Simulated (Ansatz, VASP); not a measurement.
## Ir: VASP beside Ansatz

```
Ir
1.0
     0.00000    1.91970    1.91970
     1.91970    0.00000    1.91970
     1.91970    1.91970    0.00000
Ir
1
Direct
  0.00000 0.00000 0.00000
```

Alike in both runs: task relaxation of cell and atoms; functional PBE; dispersion D3(BJ); k mesh 18 × 18 × 18; occupations gaussian, width 0.1 eV; no spin polarisation.

|  | VASP | Ansatz |
| --- | --- | --- |
| version | VASP 6.6.1 | Ansatz 0.2.0 |
| potentials or method | VASP PAW PBE potentials, release 64 (Ir) | scalar-relativistic, plane waves, PAW |
| plane-wave cutoff (eV) | 600 | 420 |
| valence electrons in the cell | 9 | 17 |

```csv
,VASP,Ansatz,Ansatz less VASP
"gap on the k mesh at the Fermi level, each at its own relaxed structure (eV)",none,none,-
relaxed volume (Å³/atom),14.19,14.16,-0.026
relaxed cell length with the largest relative difference (Å),2.717,2.716,-0.0017
```

A gap of «none» marks a metal or a gap that the smearing closes. The two sets of potentials don't hold the same shells in valence.

Caveats: pairwise dispersion overbinds metals, which lowers pressure and volume. The runs have no spin-orbit coupling, so splittings on Ir are missing.
